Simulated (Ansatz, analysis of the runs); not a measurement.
# Transmission past a defect: Al wire along [110], 3 atoms a period, Pt in place of one Al, part 3 of 4

Wanted: the relaxed defect and the transmission past it, beside the channels of the perfect wire.

Ansatz 0.2.0; DFT PBE, plane waves, PAW; relaxation of a wire's period (the session's first sound run).

So far, channels at the energy nearest the Fermi level, one spin: step 3 (the perfect wire) 5.

## (5) Transmission between the leads

This step: DFT PBE, plane waves, PAW; transmission of a junction in a wire (Ansatz 0.2.0).

The cell is now read as a scatterer between two semi-infinite leads, named by two sites one period apart. The scattering states in its self-consistent potential are matched to the leads' states at each energy. One point across is taken, as for a wire in vacuum.

Contents of input.yaml:

```yaml
crystal:
  lattice:
    - [8.82, 0.0, 0.0]
    - [0.0, 9.657, 0.0]
    - [0.0, 0.0, 22.5051610223]
  atoms:
    - { symbol: Al, position: [0.38056872, 0.352254387, 0.0] }
    - { symbol: Al, position: [0.624350088, 0.499985057, 0.055555556] }
    - { symbol: Al, position: [0.38056872, 0.647715727, 0.0] }
    - { symbol: Al, position: [0.38056872, 0.352254387, 0.111111111] }
    - { symbol: Al, position: [0.624350088, 0.499985057, 0.166666667] }
    - { symbol: Al, position: [0.38056872, 0.647715727, 0.111111111] }
    - { symbol: Al, position: [0.38056872, 0.352254387, 0.222222222] }
    - { symbol: Al, position: [0.624350088, 0.499985057, 0.277777778] }
    - { symbol: Al, position: [0.38056872, 0.647715727, 0.222222222] }
    - { symbol: Al, position: [0.3554915859, 0.3610308797, 0.3332836047] }
    - { symbol: Al, position: [0.606645238, 0.499985057, 0.3906873778] }
    - { symbol: Al, position: [0.3554915859, 0.6389392343, 0.3332836047] }
    - { symbol: Al, position: [0.4210609612, 0.304754006, 0.441592154] }
    - { symbol: Pt, position: [0.5388627526, 0.499985057, 0.4990173679] }
    - { symbol: Al, position: [0.4210609612, 0.695216108, 0.441592154] }
    - { symbol: Al, position: [0.4174830946, 0.3066117868, 0.5560719255] }
    - { symbol: Al, position: [0.6097701316, 0.499985057, 0.607237245] }
    - { symbol: Al, position: [0.4174830946, 0.6933583272, 0.5560719255] }
    - { symbol: Al, position: [0.38056872, 0.352254387, 0.666666667] }
    - { symbol: Al, position: [0.624350088, 0.499985057, 0.722222222] }
    - { symbol: Al, position: [0.38056872, 0.647715727, 0.666666667] }
    - { symbol: Al, position: [0.38056872, 0.352254387, 0.777777778] }
    - { symbol: Al, position: [0.624350088, 0.499985057, 0.833333333] }
    - { symbol: Al, position: [0.38056872, 0.647715727, 0.777777778] }
    - { symbol: Al, position: [0.38056872, 0.352254387, 0.888888889] }
    - { symbol: Al, position: [0.624350088, 0.499985057, 0.944444444] }
    - { symbol: Al, position: [0.38056872, 0.647715727, 0.888888889] }
kpoints:
  mp_grid: { grid: [1, 1, 4] }
scf:
  occupations: { method: fermi_dirac, width: 0.05 }
hamiltonian:
  xc: pbe
output:
  transmission:
    e_range: [-1.26, 1.26]
    de: 0.035
    kmesh: [1, 1]
    reduced_basis: true
    leads: [[24, 0]]
  dos: { projected: true, e_range: [-4, 3] }
  write_potential: true
  write_density: true
  volumetric_format: npy
  elf: true
basis:
  ecutwfc: "350 eV"
```

The run is started by

```console
> ansatz run input.yaml --threads 4 --pin off --max-ram 16384MiB --backend cpu --events-out ev --progress --plain --runs-dir out
```

Numbers of over 12 decimals in the logs are rounded to 6 here.

Output:

```text
[...]
Crystal: 27 atoms, lattice volume = 1916.871 Å³
Basis set: ecut = 350 eV, 28495 PW (Γ)
Bands: 75, of which v1, the nominal top of the filled ones, is band 48 counted from 1 (47 counted from 0)
Symmetry: 2 space group operations
[...]
k-points: 3 of 4 (time reversal used)
[...]
SCF iter   1: F=—  HF=-26476.729350 eV  |F-HF|=—  |Δ(HF+E_count)|=         —  Δρ=2.52e-3  dr2=4.81e-1  ethr=1.77e-3  ⟨swp⟩=8.7  Hψ=1182  notcnv=0  defer=17
[...]
SCF iter  10: F=-26476.679001 eV  HF=-26476.679001 eV  |F-HF|=1.91e-8  |Δ(HF+E_count)|=   1.38e-7  Δρ=1.11e-6  dr2=2.72e-8  ethr=1.04e-10  ⟨swp⟩=23.7  Hψ=1060  notcnv=0
SCF 1 converged in 10 iterations: F = -26476.679001 eV  dr2 = 2.72e-8
[...]
transmission: 26 of 156 steps passed
transmission: 52 of 156 steps passed
[...]
transmission: 156 of 156 steps passed
WARN: The output density's exchange-correlation potential varies sharply where the density is thin. Do not read a vacuum level from v_tot or v_xc, or from such a field of the output density. On a cell that repeats whose density bears no net charge and no dipole along the vacuum's axis use v_es (v_loc + v_h of the components); under efield.dipole_correction with no amplitude use v_es + v_field, which holds any externa [...]
SCF converged after 10 iterations
Free energy (F): -26476.679001 eV
[...]
Internal energy: -26476.552560 eV  (E = F + TS)
E sigma→0 (E₀):  -26476.615780 eV
Entropy (-TS):   -0.126442 eV (-4.683 meV/atom)
Fermi energy:    -1.357585 eV
[...]
--- Band table (eV) ---
  k-point 0: bands = [... 44 lower, -1.9016, -1.8460, -1.5186, -1.2685, -1.2397, -1.2305, -1.2057, -0.8952, ... 23 higher]
  k-point 1: bands = [... 44 lower, -1.8992, -1.7481, -1.5164, -1.4745, -1.3716, -1.0866, -0.9511, -0.8987, ... 23 higher]
  k-point 2: bands = [... 44 lower, -1.7600, -1.7370, -1.7095, -1.3544, -1.3172, -1.1016, -0.9898, -0.8959, ... 23 higher]
--- Transmission ---
  basis      : 619 plane waves across, 26 finite elements along
  points     : 1, standing for a mesh of 1 x 1
[...]
crystal 0  : Al3, at the sites [24, 0], period 2.5006 Å, over 15.00 Å; its Hamiltonian steps by up to 35.3 meV: too much for a lead, lay more layers or, if its atoms are ordered, name the step of that order
[...]
filled         : 52.6 meV over the level at which it is neutral
    channels       : 5.000000e0 a spin
[...]
junction   : crystal 0 to crystal 0, 0.63 to 20.63 Å
    transmission   : 2.661281e0 a spin
    error estimate : 3.966792e-4 a spin from the reduction of the transverse basis, at the most 1.379111e-3 at -1.015000 eV
    conductance    : 2.4167e14 S/m² at 300 K (2.4170e14 on every other energy)
    error estimate : 0.0 % from the energy spacing and 0.0 % from band edges of the leads and from resonances (wavevectors taken as independent; lower de), 0.0 % from the reduction of the transverse basis, 3.0 % from the steps of its leads' Hamiltonians or their offsets (lay more layers), 2.5 % from the distance to neutral
    resistance     : 1.9393e-3 Ω µm² beyond half of each lead's own
```

It took 46 s on 4 threads of Arm Neoverse V2, shared host; peak memory 1.6 GiB; 2.6 min of CPU time.

This step gave:

```yaml
energy_at_zero_smearing: -26476.6158 eV
transmission_at_the_energy_nearest_the_fermi_level_one_spin: 2.661
step_of_the_lead_s_hamiltonian: 35.3 meV
conductance_of_the_junction: 2.657 G₀
```

Table of transmission, one spin by energy, zero at the Fermi level:

energy (eV), transmission, one spin and a bar from the least value:
```
    -1.26       1.33 ####
    -1.19       1.26 ###
    -1.12       1.16 ##
    -1.05       1.23 ###
    -0.98       1.37 #####
    -0.91       1.54 #######
    -0.84       1.70 #########
    -0.81       1.72 #########
    -0.77       1.58 #######
    -0.70       1.16 ##
    -0.63       1.22 ###
    -0.59       1.25 ###
    -0.53       1.28 ####
    -0.46       1.32 ####
    -0.39       1.36 #####
    -0.32       1.93 ###########
    -0.24       2.21 ###############
    -0.17       2.39 #################
    -0.10       2.52 ##################
    -0.04       2.62 ####################
     0.00       2.66 ####################
     0.04       2.70 ####################
     0.10       2.76 #####################
     0.17       2.80 ######################
     0.24       2.81 ######################
     0.32       2.76 #####################
     0.39       2.56 ###################
     0.46       2.65 ####################
     0.53       2.58 ###################
     0.59       2.40 #################
     0.63       2.28 ################
     0.70       2.08 #############
     0.77       1.04 #
     0.84       1.02 #
     0.91       1.00 
     0.98       0.97 
     1.05       1.14 ##
     1.12       1.89 ###########
     1.19       2.55 ###################
     1.26       3.51 ##############################
```

The open channels of the lead, one spin by energy, zero at the Fermi level:

energy (eV), open channels of the lead, one spin and a bar from the least value:
```
    -1.26       2.00 
    -1.19       2.00 
    -1.12       2.00 
    -1.05       3.00 ########
    -0.98       3.00 ########
    -0.91       3.00 ########
    -0.84       4.00 ###############
    -0.77       4.00 ###############
    -0.70       3.00 ########
    -0.63       3.00 ########
    -0.59       3.00 ########
    -0.53       3.00 ########
    -0.46       3.00 ########
    -0.39       3.00 ########
    -0.32       5.00 ######################
    -0.24       5.00 ######################
    -0.17       5.00 ######################
    -0.10       5.00 ######################
    -0.04       5.00 ######################
     0.00       5.00 ######################
     0.04       5.00 ######################
     0.10       5.00 ######################
     0.17       5.00 ######################
     0.24       5.00 ######################
     0.32       5.00 ######################
     0.39       4.00 ###############
     0.46       4.00 ###############
     0.53       4.00 ###############
     0.59       4.00 ###############
     0.63       4.00 ###############
     0.70       4.00 ###############
     0.77       2.00 
     0.84       2.00 
     0.91       2.00 
     0.98       2.00 
     1.05       2.00 
     1.12       4.00 ###############
     1.19       4.00 ###############
     1.26       6.00 ##############################
```

Projected DOS an atom over height of the atomic layer and energy from the Fermi level.  broadened by a Gaussian of 0.15 eV, since few k-points sample the long cell.

Values in states/eV, 12 rows by 16 columns, each cell a mean:
```
0.43 0.43 0.39 0.42 0.44 0.44 0.44 0.67 0.26 0.61 0.48 0.45 0.46 0.42 0.40 0.41
0.40 0.41 0.36 0.45 0.35 0.35 0.41 0.38 0.16 0.41 0.46 0.34 0.35 0.46 0.34 0.43
0.48 0.53 0.59 0.52 0.45 0.48 0.56 0.49 0.22 0.49 0.61 0.52 0.43 0.50 0.61 0.53
0.63 0.51 0.46 0.48 0.51 0.51 0.59 0.40 0.18 0.41 0.54 0.60 0.61 0.47 0.42 0.49
0.62 0.63 0.69 0.67 0.87 0.79 0.66 0.62 0.26 0.61 0.58 0.69 0.78 0.72 0.77 0.64
0.84 0.77 0.85 0.82 0.75 0.78 0.66 0.78 0.58 0.78 0.73 0.76 0.70 0.77 0.81 0.77
0.53 0.51 0.52 0.53 0.49 0.51 0.55 0.64 0.56 0.61 0.58 0.49 0.52 0.49 0.53 0.50
0.26 0.22 0.24 0.23 0.22 0.24 0.21 0.31 0.51 0.29 0.21 0.23 0.23 0.22 0.26 0.22
0.28 0.27 0.28 0.29 0.27 0.30 0.25 0.37 1.30 0.34 0.25 0.29 0.26 0.30 0.28 0.27
0.27 0.27 0.24 0.25 0.29 0.30 0.33 0.29 2.36 0.30 0.34 0.32 0.28 0.27 0.25 0.28
0.26 0.29 0.27 0.26 0.25 0.28 0.31 0.28 3.72 0.29 0.30 0.28 0.25 0.27 0.27 0.30
0.27 0.32 0.30 0.30 0.29 0.32 0.35 0.21 2.59 0.23 0.36 0.33 0.30 0.30 0.29 0.32
```
Columns: height of the atomic layer (Å) from 0 to 21.3 (not evenly spaced); rows upwards: energy from the Fermi level (eV) from -3.98 to 1.47.

ELF in the ca plane at fractional y = 0.500, with atoms of Al and Pt within 0.2 Å of it. It is the smooth field of the valence electrons, not physical close to the nuclei.

Ten even steps from '0' (0.00) to '9' (0.92), each cell a mean:
```
00000000000000000000000000000000000000000000
10101111112221100000000000000000001112221111
32222233344443322211100000001112222344444433
55555555667776554443211000123344445567766666
77777777888888777665432111235666667788888888
98888899999999988887643222357788888999999999
99867999987899999888753333468888999997799999
99612699951289996347753333468633799972169996
98233299724349982215743454357322389833428982
87211278611148861314644666446322178731127872
76422467632257762015545777546411367752246764
65544566554456664335535776435533566554456665
55444555554445665434434565334434566544455655
65444466643345665423333343343234677543356654
66544567643346886422234333432224687643356765
76544567643358887421123333332124688643356765
66543456543468987410112222211114677643356664
54433344433468886310001111100013566543345554
33222223322357775310000000000001344432234432
21111111112245553200000000000001122221122221
11000001111123332100000000000000011111111111
00000000000112211000000000000000000000000000
00000000000001000000000000000000000000000000
00000000000000000000000000000000000000000000
```
Columns run along c (16.0 Å, from fractional 0.11 to 0.83 of the cell), rows up along a (8.8 Å). Atoms in or near the plane, at fractional coordinates: Al at (0.17, 0.62), Al at (0.28, 0.62), Al at (0.39, 0.61), Pt at (0.50, 0.54), Al at (0.61, 0.61), Al at (0.72, 0.62).

Valence density in the ca plane at fractional y = 0.500, with atoms of Al and Pt within 0.2 Å of it. It is the smooth field of the valence electrons, not physical close to the nuclei.

Values in units of 1e0 e/Å³, 13 rows by 16 columns, each cell a mean:
```
0.0 0.0 0.0 0.0 0.0 0.0 0.0 0.0 0.0 0.0 0.0 0.0 0.0 0.0 0.0 0.0
0.0 0.0 0.0 0.0 0.0 0.0 0.0 0.0 0.0 0.0 0.0 0.0 0.0 0.0 0.0 0.0
0.1 0.1 0.1 0.1 0.1 0.0 0.0 0.0 0.0 0.0 0.0 0.0 0.0 0.1 0.1 0.1
0.2 0.1 0.2 0.2 0.2 0.2 0.1 0.1 0.1 0.1 0.1 0.1 0.2 0.2 0.2 0.2
0.3 0.1 0.3 0.2 0.2 0.3 0.1 0.3 1.2 0.8 0.2 0.1 0.3 0.1 0.2 0.2
0.2 0.1 0.3 0.2 0.2 0.2 0.1 0.5 6.5 4.1 0.3 0.1 0.2 0.2 0.2 0.2
0.2 0.2 0.2 0.2 0.2 0.2 0.2 0.4 4.8 3.1 0.2 0.2 0.2 0.2 0.2 0.2
0.2 0.1 0.2 0.2 0.2 0.2 0.1 0.1 0.5 0.4 0.1 0.1 0.2 0.1 0.2 0.2
0.1 0.1 0.1 0.1 0.2 0.2 0.1 0.1 0.1 0.1 0.1 0.1 0.2 0.1 0.1 0.1
0.1 0.1 0.1 0.1 0.1 0.1 0.0 0.0 0.0 0.0 0.0 0.0 0.1 0.1 0.1 0.1
0.0 0.0 0.0 0.0 0.0 0.0 0.0 0.0 0.0 0.0 0.0 0.0 0.0 0.0 0.0 0.0
0.0 0.0 0.0 0.0 0.0 0.0 0.0 0.0 0.0 0.0 0.0 0.0 0.0 0.0 0.0 0.0
0.0 0.0 0.0 0.0 0.0 0.0 0.0 0.0 0.0 0.0 0.0 0.0 0.0 0.0 0.0 0.0
```
Columns run along c (16.0 Å, from fractional 0.11 to 0.83 of the cell), rows up along a (8.8 Å). Atoms in or near the plane, at fractional coordinates: Al at (0.17, 0.62), Al at (0.28, 0.62), Al at (0.39, 0.61), Pt at (0.50, 0.54), Al at (0.61, 0.61), Al at (0.72, 0.62).

Electrostatic potential energy in the ca plane at fractional y = 0.500, with atoms of Al and Pt within 0.2 Å of it. With pseudopotentials it is smooth inside the atoms' cores, unlike the true potential.

Values in eV, 13 rows by 16 columns, each cell a mean:
```
  3   3   3   3   3   3   3   3   3   3   3   3   3   3   3   3
  3   3   3   3   3   3   3   3   3   3   3   3   3   3   3   3
  2   0   2   1   1   2   1   2   3   3   2   1   2   1   1   2
 -4 -13  -3 -10  -8  -2  -9  -1   2   2  -4 -10  -1 -11  -7  -5
-11 -12 -10 -14 -13 -10 -14  -8 -11  -8 -12 -14  -8 -13 -13 -12
 -9 -16  -8 -14 -13 -10 -14 -11 -20 -18 -12 -15  -6 -15 -12 -10
 -2  -5  -1  -3  -3  -2  -8  -4 -19 -16  -3  -7  -1  -4  -2  -2
 -2   0  -2   0  -1  -2   1   1  -5  -3   1   1  -2   0  -1  -1
 -1   1  -1   0  -1  -2   2   2   2   2   2   1  -1   1   0  -1
  1   2   1   2   1   0   2   2   3   3   2   2   1   2   2   2
  3   3   3   3   3   2   3   3   3   3   3   3   3   3   3   3
  3   3   3   3   3   3   3   3   3   3   3   3   3   3   3   3
  3   3   3   3   3   3   3   3   3   3   3   3   3   3   3   3
```
Columns run along c (16.0 Å, from fractional 0.11 to 0.83 of the cell; values clipped at the 3rd and 97th percentile), rows up along a (8.8 Å). Atoms in or near the plane, at fractional coordinates: Al at (0.17, 0.62), Al at (0.28, 0.62), Al at (0.39, 0.61), Pt at (0.50, 0.54), Al at (0.61, 0.61), Al at (0.72, 0.62).

By hand: the program gives 2.4167 × 10^14 S/m² over the cell's cross-section of 85.17 Å² = 8.517 × 10^-19 m², so one cell conducts 2.058 × 10^-4 S. Divided by G0 = 2e²/h = 7.748 × 10^-5 S this is 2.66 G0, a resistance of 4.86 kΩ.

The conductance is 2.66 G₀, with 5 channels a spin open in the lead. The lead's Hamiltonian steps by 35.3 meV, which the program calls too much for a lead.

## (6) Conductance and thermopower from T(E)

This step: Landauer integrals over the computed T(E), interpolated linearly between its energies (analysis of the runs above).

Conductance and thermopower are moments of T(E) over the thermal window; sliding the window along E stands for a gate that leaves T(E) rigid.

Numbers from this step:

- conductance at 300 K, interpolated from T(E): 2.656 G₀
- thermopower at 300 K: -3.098 μV/K
- Lorenz number over L0: 0.9931

T(E) held rigid; rough near sharp steps of T(E). The conductance at 300 K by shift of the leads' level:

shift of the leads' level (eV), conductance at 300 K (G₀) and a bar from the least value:
```
   -0.900       1.55 #########
   -0.800       1.58 ##########
   -0.750       1.36 ######
   -0.650       1.21 ###
   -0.550       1.27 ####
   -0.450       1.34 ######
   -0.400       1.44 #######
   -0.300       1.96 ################
   -0.200       2.32 ######################
   -0.150       2.43 ########################
   -0.050       2.59 ###########################
    0.050       2.71 #############################
    0.150       2.78 ##############################
    0.200       2.80 ##############################
    0.300       2.75 #############################
    0.400       2.62 ###########################
    0.450       2.62 ###########################
    0.550       2.50 #########################
    0.650       2.21 ####################
    0.750       1.57 #########
    0.800       1.17 ###
    0.900       1.01
```

[end of part 3 of 4]

[Logs are printed without paths, hosts, clocks, repeated set-up lines and the standing remarks that a program may print on its own settings, such as how far it seeks lower states.]

[Hosts, paths, dates, database ids (printed as entryN), source tags and the programs' standing remarks are cut or masked in the printed files.]
